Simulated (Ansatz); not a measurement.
**C (P-3m1), one atom moved along a line**

Computed with Ansatz 0.2.0, DFT PBE+D3(BJ), scalar-relativistic, plane waves, PAW. The runs took a 420 eV cutoff, a Γ-centred 24×24×2 mesh and Gaussian smearing (0.15 eV). No spin polarisation. Energies are free energies at this smearing, counted from the undisturbed cell; pressure is positive in compression.

The undisturbed cell (relaxed at this level; this form isn't the usual structure):

```xyz
4
Lattice="2.4653 0.0000 0.0000 -1.2326 2.1350 0.0000 0.0000 0.0000 23.9223" Properties=species:S:1:pos:R:3 pbc="T T T"
C     0.0000    0.0000   13.6634
C     0.0000    0.0000   10.2589
C     0.0000    1.4233   10.2584
C     1.2326    0.7117   13.6638
```

Atom 1 (C) is moved by x along the Cartesian unit vector (0.707, 0.707, 0.000); the cell and all other atoms stay fixed. The cell is metallic on the mesh throughout.

(x (Å), ΔE (meV/cell)): (-0.2000, 945.1), (-0.1200, 361.3), (-0.0400, 42.1), (0.0000, 0.0), (0.0800, 180.4), (0.1600, 753.8)

Cost: 6 runs of about 4.1 core-minutes in all, on Intel Xeon 6975P-C (Granite Rapids) (shared hosts).